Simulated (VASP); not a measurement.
Wanted: the native input for a VASP 6.6.1 run.

```
Task                   : single point
Functional             : PBEsol
Potentials or basis    : VASP PAW PBE potentials, release 64 (Sc_sv, Al)
Cutoff                 : 900 eV
k mesh                 : 10 × 10 × 10
Occupations            : gaussian, width 0.1 eV
Spin                   : no spin polarisation
Further INCAR settings : ALGO = Normal; EDIFF = 1e-06; NBANDS = 18
```

The structure of ScAl3 lies in POSCAR:

```
ScAl3
1.0
    4.0730600000      0.0000000000      0.0000000000
    0.0000000000      4.0730600000      0.0000000000
    0.0000000000      0.0000000000      4.0730600000
Sc Al
1 3
Direct
    0.0000000000      0.0000000000      0.0000000000
    0.5000000000      0.0000000000      0.5000000000
    0.0000000000      0.5000000000      0.5000000000
    0.5000000000      0.5000000000      0.0000000000
```

The cell is a database's computed one.

These files were run (other wordings do the same):

INCAR

```
SYSTEM = ScAl3
PREC = Accurate
ENCUT = 900
EDIFF = 1E-6
ISMEAR = 0
SIGMA = 0.1
LREAL = .False.
LASPH = .True.
NELM = 100
ALGO = Normal
ISIF = 2
LWAVE = .False.
LCHARG = .False.
GGA = PS
NBANDS = 18
```

KPOINTS

```
regular mesh
0
Gamma
  10 10 10
  0 0 0
```

Potentials or basis: VASP PAW PBE potentials, release 64 (Sc_sv, Al).

Launch:

```bash
$ cat potpaw_PBE.64/Sc_sv/POTCAR potpaw_PBE.64/Al/POTCAR > POTCAR
$ mpirun -np 1 vasp_std > vasp.out
```

Results of the run:

The pressure is 0.0 GPa and the band gap on the k mesh is none (metal or under the smearing width).

Caveat: the PAW data sets were made with another functional, which shifts forces and pressure a little.

Run time: 110 s on 1 thread of Intel(R) Xeon(R) Platinum 8488C (Sapphire Rapids), with other jobs on the host, peak memory 0.32 GiB.
